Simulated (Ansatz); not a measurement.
C started at a second open point in 4H-SiC, 257 atoms, charge 0

All numbers come from Ansatz (PAW, plane waves, no spin–orbit coupling) at the single k point (¼, ¼, ¼) without its symmetry partners. The atoms were relaxed with PBEsol in a fixed cell; other functionals are single points on those atoms unless said otherwise. The valence top and gap of the host come from its small cell on a dense mesh, with the band extrema sought between the mesh points, lined up by the mean potential, PBEsol gap 2.12 eV, HSE06 gap 3.14 eV.

Cell: a = 12.312 Å, b = 10.663 Å, c = 20.152 Å, α = 90.00°, β = 90.00°, γ = 90.00°.

Nearest atoms after relaxation, from the placed atom (for vacancies from the middle of the vacant sites): C at 1.54 Å, C at 1.67 Å, Si at 1.71 Å, Si at 2.08 Å, Si at 2.20 Å, C at 2.57 Å, C at 2.66 Å, Si at 2.71 Å.

Chemical potentials μ are those of reference phases of the elements at zero temperature by the same functional (the usual solids, diamond for C, grey Sn, and the molecules H2, N2, O2, F2, Cl2, Br2 and S8).

```csv
functional,E(defect) − E(host) − Σ nμ + q·E_VBM (eV),monopole (eV),alignment (eV),formation energy at E_F = VBM (eV),moment (μB),"wall time, shared host"
PBEsol,7.00,0.00,0.00,7.00,0 (no spin),78 s on NVIDIA GB300 (relaxation)
HSE06,7.59,0.00,0.00,7.59,0 (no spin),4.1 min on NVIDIA GB300
```

HSE06 one-electron levels near the gap (the ten most localised at most), from the host's valence top:

| level (eV) | spin | filling | atoms sharing it | element of the atom with most weight |
| --- | --- | --- | --- | --- |
| -0.24 | both | 2.00 | 186.9 | spread |
| -0.18 | both | 2.00 | 188.1 | spread |
| -0.10 | both | 2.00 | 180.4 | spread |
| 0.36 | both | 2.00 | 9.0 | C |
| 0.81 | both | 2.00 | 10.2 | C |
| 3.11 | both | 0.00 | 23.1 | Si |

All elements are taken at their own reference at once; growth conditions in equilibrium with the host shift these energies, by up to the host's formation enthalpy.

One k point and a cell of this size can leave errors of several tenths of an eV in such numbers.
